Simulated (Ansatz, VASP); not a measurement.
MgH2 in VASP and in Ansatz

```
Mg H
1.0
     3.26327    0.00000    0.00000
     0.00000    3.25588    0.00000
     0.00000    0.00000    6.44055
Mg H
2 4
Direct
  0.00000 0.48579 0.49938
  0.00000 0.51421 0.99938
  0.00000 0.98749 0.64189
  0.00000 0.01251 0.14189
  0.50000 0.49761 0.85879
  0.50000 0.50239 0.35879
```

Change from the starting cell: the structure that the rattled cell fell into.

Alike in both runs: functional PBE; k mesh 8 × 8 × 4; occupations gaussian, width 0.02 eV; no spin polarisation.

Ansatz relaxed the structure, and its values are those at the end. VASP's run is a single point on that final structure, the one shown.

|  | VASP | Ansatz |
| --- | --- | --- |
| version | VASP 6.6.1 | Ansatz 0.2.0 |
| potentials or method | VASP PAW PBE potentials, release 64 (Mg, H) | scalar-relativistic, plane waves, PAW |
| plane-wave cutoff (eV) | 520 | 420 |
| valence electrons in the cell | 8 | 24 |

```tsv
	VASP	Ansatz	Ansatz less VASP
gap on the k mesh at the Fermi level (eV)	1.90	1.91	+0.016
least direct gap on the mesh (eV)	3.33	3.34	+0.011
pressure (GPa)	-0.2	0.0	+0.19
```

The two sets of potentials don't hold the same shells in valence.

A k mesh can miss the band edges.
